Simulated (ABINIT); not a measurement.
Crystal: FeO (Wuestite).

```
CELL_PARAMETERS angstrom
1.51882 0.87689 2.51958
-1.51882 0.87689 2.51958
0.00000 -1.75378 2.51958
ATOMIC_POSITIONS crystal
Fe 0.00000 0.00000 0.00000
O 0.50000 0.50000 0.50000
```

| Property | Result |
| --- | --- |
| Program | ABINIT 10.8.3 (patched build) |
| Task | relaxation of cell and atoms |
| Functional | LDA |
| Potentials or basis | JTH PAW LDA v2.0 |
| Cutoff | 707 eV |
| k mesh | 8 × 8 × 8 |
| Occupations | fermi-dirac, width 0.05 eV |
| Spin | collinear spin, ferromagnetic start |
| Starting moments | [3.0, 0.0] μB |

At the start: pressure -16.3 GPa; volume 10.07 Å³/atom.

Task: Where does the relaxation end?

Result: Over 8 steps the energy falls by 49.4 meV/atom and the volume is 9.14 Å³/atom (-9.2 %); space group Fm-3m (No. 225, to 0.05 Å); moment 3.85 μB per cell.

Step by step:
```
step  energy change (eV)  largest force (eV/Å)  pressure (GPa)  volume (Å³)
   1              0.0000                0.0000          -16.32        20.13
   2             -0.0759                0.0000           -8.00        19.15
   3             -0.0985                0.0000           -0.31        18.31
   4             -0.0985                0.0000            0.05        18.28
   5             -0.0985                0.0000            0.06        18.28
   6             -0.0987                0.0000            0.10        18.28
   7             -0.0987                0.0000            0.02        18.28
   8             -0.0987                0.0000            0.00        18.29
```

Final structure:
```yaml
crystal:
  lattice:
    - [1.47856, 0.85365, 2.41451]
    - [-1.47856, 0.85365, 2.41451]
    - [0.00000, -1.70730, 2.41451]
  atoms:
    - { symbol: Fe, position: [0.00000, 0.00000, 0.00000] }
    - { symbol: O, position: [0.50000, 0.50000, 0.50000] }
```

The cell as given is a measured one (10.07 Å³/atom); LDA puts the equilibrium volume -9.2 % from it, thermal expansion not counted.

Caveat: a cell with one magnetic atom can't hold antiferromagnetic order, which such compounds often take.
